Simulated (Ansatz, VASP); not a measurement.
**C in VASP and in Ansatz**

INCAR

```
SYSTEM = C
PREC = Accurate ; ENCUT = 520
EDIFF = 1E-7 ; ISMEAR = -1
SIGMA = 0.05 ; LREAL = .FALSE.
LASPH = .TRUE. ; NELM = 60
ALGO = Normal ; ISIF = 2
LWAVE = .FALSE. ; LCHARG = .FALSE.
GGA = PS ; NBANDS = 11
```

Contents of KPOINTS:

```
regular mesh
0
G
  16 16 10
  0 0 0
```

File POSCAR:

```
C
1.0
    2.1627753333     -1.2487533667      0.0000000000
    2.1627753333      1.2487533667      0.0000000000
   -1.4020545000      0.0000000000      3.5028300000
C
2
Direct
    0.8333560000      0.8333560000      0.0000930000
    0.1666440000      0.1666440000      0.9999070000
```

Input for Ansatz:

```yaml
crystal:
  lattice:
    - [2.1627753333333333, -1.2487533666666666, 0.0]
    - [2.1627753333333333, 1.2487533666666666, 0.0]
    - [-1.4020545, 0.0, 3.50283]
  atoms:
    - { symbol: C, position: [0.833356, 0.833356, 9.3e-05] }
    - { symbol: C, position: [0.166644, 0.166644, 0.999907] }
basis:
  ecutwfc: 470.0
kpoints:
  mp_grid:
    grid: [16, 16, 10]
hamiltonian:
  xc: pbesol
  pseudopotentials:
    kind: paw
scf:
  occupations:
    method: fermi_dirac
    width: 0.05
output:
  stress: true
```

This is a stacking variant of graphite.

Alike in both runs: task single point; functional PBEsol; k mesh 16 × 16 × 10; occupations fermi-dirac, width 0.05 eV; no spin polarisation.

|  | VASP | Ansatz |
| --- | --- | --- |
| version | VASP 6.6.1 | Ansatz 0.2.0 |
| potentials or method | VASP PAW PBE potentials, release 64 (C) | plane waves, PAW |
| plane-wave cutoff (eV) | 520 | 470 |
| valence electrons in the cell | 8 | 8 |

|  | VASP | Ansatz | Ansatz less VASP |
| --- | --- | --- | --- |
| pressure (GPa) | -11.0 | -11.6 | -0.59 |
| largest component of the traceless stress (GPa) | 11.47 | 12.12 | +0.652 |

With one functional, cell and mesh, what is left measures potentials, basis and numerics.

Caveats: the PAW data sets were made with another functional, which shifts forces and pressure a little (VASP); this functional lacks dispersion, which binds the layers, so the pressure and a relaxed spacing across them are unreliable.
